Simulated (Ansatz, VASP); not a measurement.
**Bi7Te12 (Tellurobismuthite) in two plane-wave programs**

Wanted: the spread between two codes on one cell, functional and k mesh. The structure shown is the end of the VASP relaxation below.

Program: Ansatz 0.2.0. Level of theory: plane waves, with VASP 6.6.1 beside it; single point at PBE. Results are calculated unless marked as measured.

## Step 1: Set-up

The cell holds 19 atoms: 7 Bi and 12 Te. Its edges and angles: a = 10.909 Å, b = 21.818 Å, c = 21.818 Å, α = 23.5°, β = 23.5°, γ = 23.5°. It derives from Bi2Te3 (Tellurobismuthite). Nearest the centre at fractional (0.500, 0.250, 0.250): Te14 at 2.92 Å, Te13 at 2.94 Å, Te8 at 2.95 Å, Te10 at 2.99 Å, Te9 at 3.00 Å, Te12 at 3.01 Å, Bi4 at 3.26 Å, Te11 at 4.95 Å.

## Step 2: VASP: relaxation, PBE

This run makes the geometry at which the two programs are then compared.

Lines of VASP's logs that name or quote its potential files are left out, and so is its time.

Input file INCAR:

```
SYSTEM = Bi7Te12
PREC = Normal
ENCUT = 280
EDIFF = 1E-05
NELM = 120
ISMEAR = 0
SIGMA = 0.05
LREAL = Auto
ALGO = Fast
GGA = PE
NBANDS = 82
ISPIN = 2
MAGMOM = 0 0 0 0 0 0 0 0 0.6 0.6 0 0 0 0.6 0 0 0 0 0
LORBIT = 11
LWAVE = .FALSE.
LCHARG = .FALSE.
NCORE = 3
IBRION = 2
NSW = 60
ISIF = 2
EDIFFG = -0.05
POTIM = 0.25
MAXMIX = 40
ISYM = 0
```

Input file POSCAR:

```
Bi7Te12
1.0
    2.2223648281      1.2830829317     10.6030832330
   -4.4447296562      2.5661658634     21.2061664660
    0.0000000000     -5.1323317270     21.2061664660
Bi Te
7 12
Direct
    0.5871564897      0.2915810653      0.8078200694
    0.5973262672      0.8032323993      0.2929598319
    0.5915099297      0.8008608475      0.8010473623
    0.4121078124      0.2010095970      0.1956934073
    0.4167992492      0.1949682390      0.7024069881
    0.4096155766      0.7001492308      0.2010321882
    0.3987371596      0.6886717917      0.6942961630
    0.7976516199      0.3934142343      0.3922710194
    0.7807359906      0.4035433260      0.8864000677
    0.7794136359      0.8864108666      0.4057069851
    0.7696308469      0.9163544420      0.9073836360
    0.2593920751      0.0832037567      0.0832740112
    0.2004125668      0.1054622188      0.6114967159
    0.2031161694      0.6066592199      0.1105162027
    0.2020492210      0.6090438619      0.6108372216
    0.9949018350      0.0012788671      0.0022084797
    0.9960017500      0.0074947212      0.4950081740
    0.9969831898      0.4953330617      0.0060078924
    0.9948883047      0.5104708674      0.4985894503
```

Input file KPOINTS:

```
Automatic mesh
0
Gamma
3 2 2
0 0 0
```

PAW data sets: Bi and Te (PBE family, release 64).

Started as:

```
$ mpirun -np 3 vasp_std
```

Numbers of over 12 decimals in the logs are rounded to 6 here.

What it wrote:

```text
[banner, memory and clock lines left out]
running    3 mpi-ranks, on    1 nodes
 distrk:  each k-point on    3 cores,    1 groups
 distr:  one band on    3 cores,    1 groups

 POSCAR found type information on POSCAR BiTe
 POSCAR found :  2 types and      19 ions
 LDA part: xc-table for (Slater+PW92), standard interpolation
 POSCAR, INCAR and KPOINTS ok, starting setup
 FFT: planning ... GRIDC
 FFT: planning ... GRID_SOFT
 FFT: planning ... GRID
 WAVECAR not read
 entering main loop
       N       E                     dE             d eps       ncg     rms          rms(c)
DAV:   1     0.366766420681E+03    0.36677E+03   -0.25273E+04  2624   0.621E+02
DAV:   2    -0.311496439395E+02   -0.39792E+03   -0.38010E+03  3288   0.130E+02
DAV:   3    -0.671041779438E+02   -0.35955E+02   -0.35328E+02  3056   0.412E+01
DAV:   4    -0.684688313372E+02   -0.13647E+01   -0.13624E+01  3448   0.863E+00
DAV:   5    -0.684910687557E+02   -0.22237E-01   -0.22235E-01  3376   0.128E+00    0.149E+01
RMM:   6    -0.671445788306E+02    0.13465E+01   -0.19910E+00  2624   0.232E+00    0.953E+00
RMM:   7    -0.671689965060E+02   -0.24418E-01   -0.55420E-01  2624   0.147E+00    0.358E+00
RMM:   8    -0.671686611772E+02    0.33533E-03   -0.88473E-02  2624   0.781E-01    0.133E+00
RMM:   9    -0.671685821275E+02    0.79050E-04   -0.20494E-02  2774   0.374E-01    0.365E-01
RMM:  10    -0.671693068102E+02   -0.72468E-03   -0.39436E-03  3001   0.165E-01    0.233E-01
RMM:  11    -0.671696590585E+02   -0.35225E-03   -0.80775E-04  2627   0.793E-02    0.752E-02
RMM:  12    -0.671697698700E+02   -0.11081E-03   -0.27380E-04  2649   0.446E-02    0.445E-02
RMM:  13    -0.671698321375E+02   -0.62268E-04   -0.94910E-05  2642   0.256E-02    0.355E-02
RMM:  14    -0.671699264979E+02   -0.94360E-04   -0.11653E-04  2606   0.252E-02    0.214E-02
RMM:  15    -0.671699849341E+02   -0.58436E-04   -0.86945E-05  2558   0.213E-02    0.174E-02
RMM:  16    -0.671700196516E+02   -0.34718E-04   -0.48697E-05  2324   0.164E-02    0.135E-02
RMM:  17    -0.671700741792E+02   -0.54528E-04   -0.22896E-04  2736   0.314E-02    0.897E-03
RMM:  18    -0.671700785875E+02   -0.44084E-05   -0.15454E-05  1759   0.111E-02
   1 F= -.67170079E+02 E0= -.67164649E+02  d E =-.671701E+02  mag=     0.0144
[... from here on, the cycles between the ionic steps are left out ...]
   2 F= -.67200763E+02 E0= -.67195479E+02  d E =-.306849E-01  mag=    -0.0037
   3 F= -.67260644E+02 E0= -.67255659E+02  d E =-.905653E-01  mag=     0.0025
   4 F= -.67241971E+02 E0= -.67237102E+02  d E =-.718927E-01  mag=    -0.0005
   5 F= -.67274829E+02 E0= -.67269973E+02  d E =-.104750E+00  mag=    -0.0006
   6 F= -.67295737E+02 E0= -.67291167E+02  d E =-.209082E-01  mag=     0.0103
   7 F= -.67336865E+02 E0= -.67332783E+02  d E =-.620365E-01  mag=     0.0052
   8 F= -.67321924E+02 E0= -.67317032E+02  d E =-.470955E-01  mag=    -0.0064
   9 F= -.67346511E+02 E0= -.67342365E+02  d E =-.716820E-01  mag=     0.0006
  10 F= -.67369680E+02 E0= -.67365859E+02  d E =-.231691E-01  mag=     0.0057
  11 F= -.67379836E+02 E0= -.67376007E+02  d E =-.333251E-01  mag=     0.0022
 curvature:  -8.20 expect dE=-0.209E-01 dE for cont linesearch -0.838E-04
 trial: gam= 0.34303 g(F)=  0.254E-02 g(S)=  0.000E+00 ort = 0.357E-03 (trialstep = 0.528E+01)
 search vector abs. value=  0.425E-02
 bond charge predicted
       N       E                     dE             d eps       ncg     rms          rms(c)
DAV:   1    -0.673844860597E+02   -0.46503E-02   -0.10383E+00  2668   0.230E+00    0.343E-01
RMM:   2    -0.673890658759E+02   -0.45798E-02   -0.59100E-02  2624   0.572E-01    0.290E-01
RMM:   3    -0.673894035393E+02   -0.33766E-03   -0.47623E-03  2624   0.201E-01    0.118E-01
RMM:   4    -0.673894159767E+02   -0.12437E-04   -0.77084E-04  2624   0.857E-02    0.720E-02
RMM:   5    -0.673894193100E+02   -0.33333E-05   -0.25662E-04  2675   0.457E-02    0.108E-01
RMM:   6    -0.673894254162E+02   -0.61061E-05   -0.65797E-05  2637   0.229E-02
  12 F= -.67389425E+02 E0= -.67385325E+02  d E =-.958948E-02  mag=     0.0054
 trial-energy change:   -0.009589  1 .order   -0.009783   -0.014082   -0.005485
 step:   9.7818(harm=  8.6539)  dis= 0.02737  next Energy=   -67.391641 (dE=-0.118E-01)
 reached required accuracy - stopping structural energy minimisation
```

Parts of OUTCAR (step 2):

```text
ion  position               nearest neighbor table
   1  0.587  0.292  0.808-  13 3.02  15 3.04  12 3.14  16 3.40  18 3.41  19 3.60
   2  0.597  0.803  0.293-  14 3.00  15 3.07  12 3.20  16 3.37  17 3.42  19 3.47
   3  0.592  0.801  0.801-  15 3.02  13 3.07  14 3.08  16 3.37  18 3.40  17 3.41
   4  0.412  0.201  0.196-   9 3.06   8 3.10  10 3.12  16 3.31  18 3.34  17 3.36
   5  0.417  0.195  0.702-   9 3.08   8 3.08  11 3.25  17 3.35  16 3.40  19 3.41
   6  0.410  0.700  0.201-   8 3.06  10 3.08  19 3.31  11 3.34  18 3.39  16 3.41
   7  0.399  0.689  0.694-  19 2.96  18 3.14  17 3.18   9 3.21  10 3.25
   8  0.798  0.393  0.392-   6 3.06   5 3.08   4 3.10
   9  0.781  0.404  0.886-   4 3.06   5 3.08   7 3.21
  10  0.779  0.886  0.406-   6 3.08   4 3.12   7 3.25
  11  0.770  0.916  0.907-  12 2.87   5 3.25   6 3.34  13 3.44  14 3.55
  12  0.259  0.083  0.083-  11 2.87   1 3.14   2 3.20
  13  0.200  0.105  0.611-   1 3.02   3 3.07  11 3.44
  14  0.203  0.607  0.111-   2 3.00   3 3.08  11 3.55
  15  0.202  0.609  0.611-   3 3.02   1 3.04   2 3.07
  16  0.995  0.001  0.002-   4 3.31   3 3.37   2 3.37   1 3.40   5 3.40   6 3.41
  17  0.996  0.007  0.495-   7 3.18   5 3.35   4 3.36   3 3.41   2 3.42
  18  0.997  0.495  0.006-   7 3.14   4 3.34   6 3.39   3 3.40   1 3.41
  19  0.995  0.510  0.499-   7 2.96   6 3.31   5 3.41   2 3.47   1 3.60

 Found      8 irreducible k-points:

   k-points           NKPTS =      8   k-points in BZ     NKDIM =      8   number of bands    NBANDS=     82

   dimension x,y,z NGX =    48 NGY =   90 NGZ =   90
   dimension x,y,z NGXF=    96 NGYF=  180 NGZF=  180

   ENCUT  =  280.0 eV  20.58 Ry    4.54 a.u.  14.88 29.77 29.77*2*pi/ulx,y,z

   NELECT =     107.0000    total number of electrons

 k-points in reciprocal lattice and weights: Automatic mesh
   0.00000000  0.00000000  0.00000000       0.083
   0.33333333  0.00000000 -0.00000000       0.167
  -0.00000000  0.50000000 -0.00000000       0.083
   0.00000000  0.00000000  0.50000000       0.083
   0.33333333  0.50000000 -0.00000000       0.167
  -0.33333333 -0.00000000  0.50000000       0.167
   0.00000000  0.50000000  0.50000000       0.083
   0.33333333  0.50000000  0.50000000       0.167

 average (electrostatic) potential at core
       1 -63.1598       2 -63.1648       3 -63.0406       4 -63.0429       5 -63.1578
       6 -63.1594       7 -63.0161       8 -89.8631       9 -89.6417      10 -89.6456
      11 -90.4415      12 -90.5026      13 -89.6110      14 -89.5958      15 -89.9164
      16 -89.6286      17 -89.4395      18 -89.4567      19 -89.9866

 E-fermi :   4.1194

 spin component 1
 k-point     1 :       0.0000    0.0000    0.0000
  band No.  band energies     occupation
    ...
     48       3.5845      1.00000
     49       3.6057      1.00000
     50       3.7219      1.00000
     51       3.7388      1.00000
     52       3.8186      1.00000
     53       4.1856      0.03045
     54       4.1957      0.01536
     55       4.9245      0.00000
     56       5.1057      0.00000
     57       5.2764      0.00000
    ...

 k-point     2 :       0.3333    0.0000   -0.0000
  band No.  band energies     occupation
    ...
     49       3.7226      1.00000
     50       3.8129      1.00000
     51       3.8928      1.00000
     52       3.9807      0.99996
     53       4.0174      0.99803
     54       4.1579      0.13776
     55       4.6767      0.00000
     56       5.3726      0.00000
     57       5.3860      0.00000
     58       5.4057      0.00000
    ...

 k-point     3 :      -0.0000    0.5000   -0.0000
  band No.  band energies     occupation
    ...
     50       3.7159      1.00000
     51       3.7941      1.00000
     52       3.8698      1.00000
     53       4.0309      0.99380
     54       4.0605      0.95197
     55       4.8387      0.00000
     56       5.3512      0.00000
     57       5.4253      0.00000
     58       5.6268      0.00000
     59       5.9010      0.00000
    ...

 k-point     4 :       0.0000    0.0000    0.5000
  band No.  band energies     occupation
    ...
     50       3.7128      1.00000
     51       3.7908      1.00000
     52       3.8694      1.00000
     53       4.0293      0.99459
     54       4.0647      0.93879
     55       4.8355      0.00000
     56       5.3442      0.00000
     57       5.4345      0.00000
     58       5.6257      0.00000
     59       5.9026      0.00000
    ...

 k-point     5 :       0.3333    0.5000   -0.0000
  band No.  band energies     occupation
    ...
     50       3.6033      1.00000
     51       3.6871      1.00000
     52       3.9084      1.00000
     53       3.9727      0.99998
     54       4.0379      0.98936
     55       4.9899      0.00000
     56       5.5252      0.00000
     57       5.6859      0.00000
     58       5.8669      0.00000
     59       5.9341      0.00000
    ...

 k-point     6 :      -0.3333   -0.0000    0.5000
  band No.  band energies     occupation
    ...
     50       3.5976      1.00000
     51       3.6836      1.00000
     52       3.9089      1.00000
     53       3.9763      0.99997
     54       4.0308      0.99388
     55       4.9907      0.00000
     56       5.5246      0.00000
     57       5.6770      0.00000
     58       5.8696      0.00000
     59       5.9464      0.00000
    ...

  Total       -3.3821204     -2.9606552     -6.9824493     -0.4154155      0.2799744      0.6354015
  in kB       -7.4676877     -6.5370969    -15.4171777     -0.9172332      0.6181806      1.4029600
  external PRESSURE =      -9.8073208 kB  Pullay stress =       0.0000000 kB

  energy-cutoff  :      280.00
  volume of cell :      725.63
      direct lattice vectors                 reciprocal lattice vectors
     2.222364828  1.283082932 10.603083233     0.224985562  0.129895475  0.031437397
    -4.444729656  2.566165863 21.206166466    -0.112492781  0.064947737  0.015718698
     0.000000000 -5.132331727 21.206166466     0.000000000 -0.129895475  0.015718698

 POSITION                                       TOTAL-FORCE (eV/Angst)
 -----------------------------------------------------------------------------------
      0.08134     -2.57378     29.60408         0.041977      0.017002     -0.000794
     -2.16672      1.34378     29.62838         0.029779      0.035309     -0.012257
     -2.26015     -1.31167     40.33666         0.017104      0.009399     -0.003492
     -0.01957     -0.01327     12.64296        -0.031049     -0.014503      0.002773
     -0.02510     -2.60665     23.41865        -0.009156     -0.016875      0.023116
     -2.27224      1.28376     23.40162        -0.028594     -0.015114      0.028121
     -2.14722     -1.23838     33.46938         0.007553      0.018241     -0.001907
     -0.00662      0.00490     25.05850        -0.021319     -0.020202      0.003601
     -0.09230     -2.55214     35.57502        -0.032138     -0.020650      0.013907
     -2.25952      1.20957     35.58197        -0.025364     -0.024823     -0.011266
     -2.45638     -1.41997     46.76823         0.017497      0.016956      0.020302
      0.23314      0.12670      6.30808         0.025527      0.007183     -0.010873
      0.01425     -2.45685     17.51055        -0.005198      0.014334      0.023466
     -2.08940      1.22035     17.53514        -0.009485     -0.007110      0.034822
     -2.23365     -1.29008     28.02081         0.006472      0.008511     -0.016405
      2.20427      1.28312     10.63309        -0.007997     -0.016174      0.000851
      2.15833     -1.29004     21.23231         0.016572      0.009396     -0.028549
     -0.03793      2.52545     21.23068         0.003925     -0.005751     -0.020921
     -2.20300     -1.26886     21.26748         0.003894      0.004870     -0.044495
 -----------------------------------------------------------------------------------
    total drift:                                0.005222      0.003270      0.009978

  FREE ENERGIE OF THE ION-ELECTRON SYSTEM (eV)
  ---------------------------------------------------
  free  energy   TOTEN  =       -67.3894254162 eV

  energy  without entropy=      -67.3812255019  energy(sigma->0) =      -67.38532546

 reached required accuracy - stopping structural energy minimisation

 total charge
# of ion       s       p       d       tot
------------------------------------------
    1        1.794   1.590   0.104   3.488
    2        1.794   1.585   0.104   3.483
    3        1.797   1.584   0.118   3.499
    4        1.802   1.568   0.120   3.490
    5        1.798   1.573   0.110   3.481
    6        1.798   1.571   0.110   3.480
    7        1.797   1.628   0.111   3.537
    8        1.402   1.905   0.020   3.326
    9        1.400   1.918   0.019   3.336
   10        1.400   1.916   0.019   3.335
   11        1.413   1.843   0.027   3.283
   12        1.415   1.837   0.028   3.280
   13        1.402   1.898   0.017   3.317
   14        1.402   1.898   0.016   3.316
   15        1.403   1.903   0.020   3.325
   16        1.384   1.956   0.018   3.358
   17        1.388   1.947   0.016   3.351
   18        1.388   1.947   0.016   3.352
   19        1.397   1.913   0.020   3.330
--------------------------------------------------
tot         29.373  33.979   1.014  64.366

 magnetization (x)
# of ion       s       p       d       tot
------------------------------------------
    1        0.000  -0.000   0.000  -0.000
    2        0.000  -0.000   0.000  -0.000
    3        0.000  -0.000   0.000  -0.000
    4       -0.000  -0.000  -0.000  -0.000
    5        0.000  -0.000   0.000  -0.000
    6        0.000  -0.000   0.000  -0.000
    7        0.000  -0.000   0.000  -0.000
    8       -0.000  -0.000  -0.000  -0.000
    9        0.000   0.000  -0.000   0.000
   10        0.000   0.000   0.000   0.000
   11        0.000   0.000   0.000   0.000
   12        0.000   0.000  -0.000   0.000
   13        0.000   0.001   0.000   0.001
   14        0.000   0.001   0.000   0.001
   15       -0.000  -0.000  -0.000  -0.000
   16       -0.000  -0.000  -0.000  -0.000
   17       -0.000   0.000  -0.000   0.000
   18       -0.000   0.000  -0.000   0.000
   19       -0.000   0.000  -0.000   0.000
--------------------------------------------------
tot          0.000   0.002   0.000   0.002

[... 6 further parts left out ...]
```

The data set Bi keeps the semicore shell frozen, which is cheaper and a little less accurate.

[end of part 1 of 2]

[Lines on the potential files, build, host, timing and source positions are cut from VASP's logs without a mark.]

[Logs are printed without paths, hosts, clocks, repeated set-up lines and the standing remarks that a program may print on its own settings, such as how far it seeks lower states.]

[Hosts, paths, dates, database ids (printed as entryN), source tags and the programs' standing remarks are cut or masked in the printed files.]
